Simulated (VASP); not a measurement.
# CoO (P3m1) in VASP: a series of runs

The runs below take CoO through single point, with PBE.

All numbers are computed with VASP 6.6.1; they aren't measurements. Logs are shortened: lines on timing, memory, paths and dates and some standing lists are left out, and cuts for length are marked.

### Step 1. Starting point

Symmetry: P6_3mc, No. 186, hexagonal system. The conventional cell has a = 3.198 Å, b = 3.198 Å, c = 5.229 Å, α = 90.00°, β = 90.00°, γ = 120.00°. Co (site symmetry 3m) has 4 O at 1.93 to 1.97 Å as nearest neighbours. O (site symmetry 3m) is surrounded by 4 Co at 1.93 to 1.97 Å.

Measurements of this composition are mostly on another form, of space group No. 225.

### Step 2. Single point, PBE, collinear spin, ferromagnetic start

INCAR

```
PREC = Accurate
ENCUT = 400
EDIFF = 1E-6
ISMEAR = 0
SIGMA = 0.05
LREAL = F
LASPH = T
NELM = 100
ALGO = Normal
ISIF = 2
LWAVE = F
LCHARG = F
ISPIN = 2
MAGMOM = 2 2 0 0
LORBIT = 11
LMAXMIX = 4
GGA = PE
NBANDS = 27
ADDGRID = F
```

KPOINTS

```
Automatic mesh
0
Gamma
  3 3 2
```

POSCAR

```
CoO
1.0
    3.1976457435      0.0000000000      0.0000000000
   -1.5988228718      2.7692424462      0.0000000000
    0.0000000000      0.0000000000      5.2287097100
Co O
2 2
Direct
    0.3365030000      0.6381030000      0.5003980000
    0.0481210000      0.0161470000     -0.0014250000
    0.3062570000      0.6452830000      0.8672390000
    0.0541720000      0.0112240000      0.3867870000
```

Potentials or basis: VASP PAW PBE potentials, release 64 (Co, O).

Launch:

```console
$ cat potpaw_PBE.64/Co/POTCAR potpaw_PBE.64/O/POTCAR > POTCAR
$ mpirun -np 1 vasp_std > vasp.out
```

OUTCAR:

```text
PREC = Accurate
   ENCUT = 400
   EDIFF = 1E-6
   ISMEAR = 0
   LREAL = F
   LASPH = T
   NELM = 100
   ISIF = 2
   ISPIN = 2
   LORBIT = 11
   GGA = PE

 Found     10 irreducible k-points:

 Following reciprocal coordinates:
            Coordinates               Weight
  0.000000  0.000000  0.000000      1.000000
  0.333333  0.000000  0.000000      2.000000
  0.000000  0.333333  0.000000      2.000000
 -0.333333  0.333333  0.000000      2.000000
  0.333333  0.333333  0.000000      2.000000
  0.000000  0.000000  0.500000      1.000000
   k-points           NKPTS =     10   k-points in BZ     NKDIM =     10   number of bands    NBANDS=     27
   number of dos      NEDOS =    301   number of ions     NIONS =      4
   total plane-waves  NPLWV =  20736
   dimension x,y,z NGX =    24 NGY =   24 NGZ =   36
   dimension x,y,z NGXF=    48 NGYF=   48 NGZF=   72
   ions per type =               2   2
   NGX,Y,Z   is equivalent  to a cutoff of  12.48, 12.48, 11.45 a.u.
   NGXF,Y,Z  is equivalent  to a cutoff of  24.96, 24.96, 22.89 a.u.
 SYSTEM =  unknown system
   PREC   = accura    normal or accurate (medium, high low for compatibility)
   ISTART =      0    job   : 0-new  1-cont  2-samecut
   ICHARG =      2    charge: 1-file 2-atom 10-const
   ISPIN  =      2    spin polarized calculation?
   LNONCOLLINEAR =      F non collinear calculations
   LSORBIT =      F    spin-orbit coupling
   LASPH  =      T    aspherical Exc in radial PAW
   ENCUT  =  400.0 eV  29.40 Ry    5.42 a.u.   5.21  5.21  8.53*2*pi/ulx,y,z
   NELM   =    100;   NELMIN=  2; NELMDL= -5     # of ELM steps
   EDIFF  = 0.1E-05   stopping-criterion for ELM
   LREAL  =      F    real-space projection
   EDIFFG = 0.1E-04   stopping-criterion for IOM
   NSW    =      0    number of steps for IOM
   IBRION =     -1    ionic relax: 0-MD 1-quasi-New 2-CG
   NFREE  =      0    steps in history (QN), initial steepest desc. (CG)
   ISIF   =      2    stress and relaxation
   ISYM   =      2    0-nonsym 1-usesym 2-fastsym
   POTIM  = 0.5000    time-step for ionic-motion
   TEBEG  =    0.0;   TEEND  =   0.0 temperature during run
   PSTRESS=    0.0 pullay stress
   NELECT =      30.0000    total number of electrons
   NUPDOWN=      -1.0000    fix difference up-down
   EMIN   =  10.00;   EMAX   =-10.00  energy-range for DOS
   EFERMI =   0.00;   METHOD = LEGACY
   ISMEAR =     0;   SIGMA  =   0.05  broadening in eV -4-tet -1-fermi 0-gaus
   EFERMI_NEDOS =   21; number of points for ismear=-14 and -15
   IALGO  =     38    algorithm
   IMIX   =      4    mixing-type and parameters
     AMIX     =   0.40;   BMIX     =  1.00
     AMIX_MAG =   1.60;   BMIX_MAG =  1.00
  volume/ion in A,a.u.               =      11.58        78.11
  Fermi-wavevector in a.u.,A,eV,Ry     =   1.416620  2.677023 27.304329  2.006812
  Thomas-Fermi vector in A             =   2.537935
   LORBIT       =     11    0 simple, 1 ext, 2 COOP (PROOUT), +10 PAW based schemes
   GGA     = PE    functional components
   LHFCALC =     F    Hartree Fock is set to
   AEXX    =    0.0000 exact exchange contribution
   IVDW    =     0    specifies the selected vdW correction
   LEPSILON=     F    determine dielectric tensor
   LRPA    =     F    only Hartree local field effects (RPA)
 spin polarized calculation
 Gauss-broadening in eV      SIGMA  =   0.05
  energy-cutoff  :      400.00
  volume of cell :       46.30
 maximum number of plane-waves:       845
 NGX is ok and might be reduce to    24
   NGX = 11   NGY = 11   NGZ = 17

 number of electron      30.0000002 magnetization       5.7630432

 Free energy of the ion-electron system (eV)
  ---------------------------------------------------
  ext. energy  EPLUGINS =         0.00000000
  ---------------------------------------------------
  free energy    TOTEN  =       -26.50931216 eV

  energy without entropy =      -26.50660539  energy(sigma->0) =      -26.50795878

 E-fermi :   5.9825     XC(G=0): -11.1220

 val. band max:        5.9331373436   @ k =   0.3333   0.0000   0.0000
 cond. band min:       6.0225223944   @ k =   0.0000   0.3333   0.0000
 fundamental gap:      0.0893850508
 Fermi energy:         5.9824798976

 spin component 1

 k-point     1 :       0.0000    0.0000    0.0000
  band No.  band energies     occupation
      1     -14.1069      1.00000
      2     -13.4886      1.00000
      3      -1.1037      1.00000
      4      -0.4888      1.00000
      5      -0.2874      1.00000
      6      -0.1023      1.00000
[... 19 lines left out ...]
     26      21.6175      0.00000
     27      22.1650      0.00000

 k-point     2 :       0.3333    0.0000    0.0000
  band No.  band energies     occupation
      1     -13.7176      1.00000
      2     -13.3190      1.00000
      3      -0.9618      1.00000
      4      -0.5550      1.00000
      5      -0.3339      1.00000
      6      -0.1475      1.00000
[... 19 lines left out ...]
     26      20.4567      0.00000
     27      22.1055      0.00000

 k-point     3 :       0.0000    0.3333    0.0000
  band No.  band energies     occupation
      1     -13.6569      1.00000
      2     -13.3269      1.00000
      3      -1.0115      1.00000
      4      -0.5063      1.00000
      5      -0.2034      1.00000
      6       0.2472      1.00000
[... 19 lines left out ...]
     26      20.3432      0.00000
     27      22.4086      0.00000

 k-point     4 :      -0.3333    0.3333    0.0000
  band No.  band energies     occupation
      1     -13.6581      1.00000
      2     -13.3299      1.00000
      3      -0.9882      1.00000
      4      -0.5479      1.00000
      5      -0.1266      1.00000
      6       0.1526      1.00000
[... 19 lines left out ...]
     26      20.4448      0.00000
     27      22.4062      0.00000

 k-point     5 :       0.3333    0.3333    0.0000
  band No.  band energies     occupation
      1     -13.3917      1.00000
      2     -13.3097      1.00000
      3      -0.5758      1.00000
      4      -0.2904      1.00000
      5      -0.1408      1.00000
      6       0.0474      1.00000
[... 19 lines left out ...]
     26      20.1352      0.00000
     27      21.0414      0.00000

 k-point     6 :       0.0000    0.0000    0.5000
  band No.  band energies     occupation
      1     -13.8513      1.00000
      2     -13.7490      1.00000
      3      -0.9945      1.00000
      4      -0.7676      1.00000
      5      -0.3809      1.00000
      6      -0.2397      1.00000
[... 19 lines left out ...]
     26      20.3115      0.00000
     27      23.9407      0.00000

 [... further k-points ...]

 spin component 2

 k-point     1 :       0.0000    0.0000    0.0000
  band No.  band energies     occupation
      1     -13.5309      1.00000
      2     -12.8757      1.00000
      3      -0.5516      1.00000
      4       0.7281      1.00000
      5       0.9454      1.00000
      6       0.9846      1.00000
[... 19 lines left out ...]
     26      22.0970      0.00000
     27      23.0994      0.00000

 k-point     2 :       0.3333    0.0000    0.0000
  band No.  band energies     occupation
      1     -13.1188      1.00000
      2     -12.6955      1.00000
      3      -0.2119      1.00000
      4       0.2319      1.00000
      5       0.5457      1.00000
      6       0.8022      1.00000
[... 19 lines left out ...]
     26      21.1033      0.00000
     27      22.7783      0.00000

 k-point     3 :       0.0000    0.3333    0.0000
  band No.  band energies     occupation
      1     -13.0570      1.00000
      2     -12.7057      1.00000
      3      -0.2057      1.00000
      4       0.1677      1.00000
      5       0.4305      1.00000
      6       1.2913      1.00000
[... 19 lines left out ...]
     26      20.9900      0.00000
     27      23.1529      0.00000

 k-point     4 :      -0.3333    0.3333    0.0000
  band No.  band energies     occupation
      1     -13.0582      1.00000
      2     -12.7087      1.00000
      3      -0.1772      1.00000
      4       0.1456      1.00000
      5       0.4848      1.00000
      6       1.2318      1.00000
[... 19 lines left out ...]
     26      21.0902      0.00000
     27      23.1671      0.00000

 k-point     5 :       0.3333    0.3333    0.0000
  band No.  band energies     occupation
      1     -12.7726      1.00000
      2     -12.6886      1.00000
      3       0.2423      1.00000
      4       0.2989      1.00000
      5       0.5236      1.00000
      6       0.8414      1.00000
[... 19 lines left out ...]
     26      20.8140      0.00000
     27      21.8632      0.00000

 k-point     6 :       0.0000    0.0000    0.5000
  band No.  band energies     occupation
      1     -13.2617      1.00000
      2     -13.1541      1.00000
      3      -0.0813      1.00000
      4       0.1225      1.00000
      5       0.7842      1.00000
      6       0.8998      1.00000
[... 19 lines left out ...]
     26      20.8685      0.00000
     27      24.4392      0.00000

 [... further k-points ...]

------------------------ aborting loop because EDIFF is reached ----------------------------------------

  FORCE on cell =-STRESS in cart. coord.  units (eV):
  Direction    XX          YY          ZZ          XY          YZ          ZX
  --------------------------------------------------------------------------------------
  -------------------------------------------------------------------------------------
  Total       -1.9601529      0.6887526     -0.8040582     -1.5376579      0.3578444     -0.2154053
  in kB      -67.8288855     23.8335095    -27.8235288    -53.2089190     12.3828011     -7.4538587
  external PRESSURE =     -23.9396349 kB  Pullay stress =       0.0000000 kB

 VOLUME and BASIS-vectors are now :
 -----------------------------------------------------------------------------
  energy-cutoff  :      400.00
  volume of cell :       46.30
      direct lattice vectors                 reciprocal lattice vectors
     3.197645743  0.000000000  0.000000000     0.312730077  0.180554794  0.000000000
    -1.598822872  2.769242446  0.000000000     0.000000000  0.361109588  0.000000000
     0.000000000  0.000000000  5.228709710     0.000000000  0.000000000  0.191251773

 POSITION                                       TOTAL-FORCE (eV/Angst)
 -----------------------------------------------------------------------------------
      0.05580      1.76706      2.61644         0.562766      1.009555      0.121394
      0.12806      0.04471      5.22126        -0.836754     -0.470195      0.647216
     -0.05239      1.78695      4.53454         0.886559      0.512784      0.216997
      0.15528      0.03108      2.02240        -0.612571     -1.052144     -0.985607
 -----------------------------------------------------------------------------------
    total drift:                                0.000139      0.000384      0.000977

  FREE ENERGIE OF THE ION-ELECTRON SYSTEM (eV)
  ---------------------------------------------------
  free  energy   TOTEN  =       -26.5093121635 eV

  energy  without entropy=      -26.5066053875  energy(sigma->0) =      -26.50795878

 total charge

# of ion       s       p       d       tot
------------------------------------------
    1        0.365   0.473   7.212   8.051
    2        0.344   0.420   7.203   7.968
    3        1.578   3.465   0.000   5.043
    4        1.577   3.461   0.000   5.038
--------------------------------------------------
tot          3.864   7.820  14.416  26.099

 magnetization (x)

# of ion       s       p       d       tot
------------------------------------------
    1        0.018   0.063   2.384   2.465
    2        0.021   0.054   2.366   2.442
    3        0.021   0.313   0.000   0.334
    4        0.021   0.303   0.000   0.324
--------------------------------------------------
tot          0.081   0.732   4.750   5.564
```

Wall time 14 s (1 thread of Intel Xeon 6975P-C (Granite Rapids), shared host); peak memory 0.16 GiB.

These settings aren't checked as converged: the numbers below hold their error.

Results:

- Free energy: -26.5093 eV
- Largest force: 1.566 eV/Å
- Band gap on the k mesh: none (metal or under the smearing width)
- Net moment: 5.76 μB per cell
- Site moments: Co +2.46, +2.44; O +0.33, +0.32 μB
- Valence electrons inside the program's atomic spheres: Co 8.05, 7.97; O 5.04

Caveat: the k mesh is coarse (spacing up to 0.76 Å⁻¹), so the values aren't converged; the cutoff is under 1.25 times the usual one of these potentials, so pressure, stress and relaxed cells hold a basis-set (Pulay) error; semilocal functionals often make such compounds metallic where correlation or magnetic order opens a gap, which also shifts bond lengths.

### Step 3. Single point, PBE, collinear spin, ferromagnetic start

Edit INCAR of step 2 so:

```diff
@@ -1,3 +1,3 @@
 PREC = Accurate
-ENCUT = 400
+ENCUT = 450
 EDIFF = 1E-6
```

KPOINTS is that of step 2.

POSCAR

```
CoO
1.0
    3.1976457435      0.0000000000      0.0000000000
   -1.5988228718      2.7692424462      0.0000000000
    0.0000000000      0.0000000000      5.2287097100
Co O
2 2
Direct
    0.3333333333      0.6666666667      0.5033624100
    0.0000000000      0.0000000000      0.0034741400
    0.3333333333      0.6666666667      0.8715556000
    0.0000000000      0.0000000000      0.3716088500
```

Potentials or basis: VASP PAW PBE potentials, release 64 (Co, O).

Launch:

```console
$ cat potpaw_PBE.64/Co/POTCAR potpaw_PBE.64/O/POTCAR > POTCAR
$ mpirun -np 1 vasp_std > vasp.out
```

Wall time 9.7 s (1 thread of Intel Xeon 6975P-C (Granite Rapids), shared host); peak memory 0.16 GiB.

The run converged, but some of its settings lie outside the range that counts as converged, so its numbers aren't taken as properties of the crystal.

Results:

* Free energy: -26.7390 eV
* Largest force: 0.226 eV/Å
* Band gap on the k mesh: none (metal or under the smearing width)
* Net moment: 5.78 μB per cell
* Site moments: Co +2.46; O +0.32 μB
* Valence electrons inside the program's atomic spheres: Co 7.97; O 5.00

Caveat: the k mesh is coarse (spacing up to 0.76 Å⁻¹), so the values aren't converged; the cutoff is under 1.25 times the usual one of these potentials, so pressure, stress and relaxed cells hold a basis-set (Pulay) error; semilocal functionals often make such compounds metallic where correlation or magnetic order opens a gap, which also shifts bond lengths.

### Step 4. Single point, PBE, collinear spin, ferromagnetic start

INCAR is that of step 3.

KPOINTS is that of step 3.

POSCAR

```
CoO
1.0
    3.1976457435      0.0000000000      0.0000000000
   -1.5988228718      2.7692424462      0.0000000000
    0.0000000000      0.0000000000      5.2287097100
Co O
2 2
Direct
    0.3365030000      0.6381030000      0.5003980000
    0.0481210000      0.0161470000     -0.0014250000
    0.3062570000      0.6452830000      0.8672390000
    0.0541720000      0.0112240000      0.3867870000
```

Launch:

```console
$ cat potpaw_PBE.64/Co/POTCAR potpaw_PBE.64/O/POTCAR > POTCAR
$ mpirun -np 1 vasp_std > vasp.out
```

Run time: 14 s. Hardware: 1 thread of Intel Xeon 6975P-C (Granite Rapids), shared host; peak memory 0.16 GiB.

These settings aren't checked as converged: the numbers below hold their error.

What came out:

```yaml
Free_energy: -26.4860 eV
Largest_force: 1.573 eV/Å
Band_gap_on_the_k_mesh: none (metal or under the smearing width)
Net_moment: 5.76 μB per cell
Site_moments: Co +2.46, +2.44; O +0.33, +0.32 μB
Valence_electrons_inside_the_program's_atomic_spheres: Co 8.05, 7.97; O 5.02, 5.01
```

Caveat: the k mesh is coarse (spacing up to 0.76 Å⁻¹), so the values aren't converged; the cutoff is under 1.25 times the usual one of these potentials, so pressure, stress and relaxed cells hold a basis-set (Pulay) error; semilocal functionals often make such compounds metallic where correlation or magnetic order opens a gap, which also shifts bond lengths.

(Continued in part 2 of 2.)
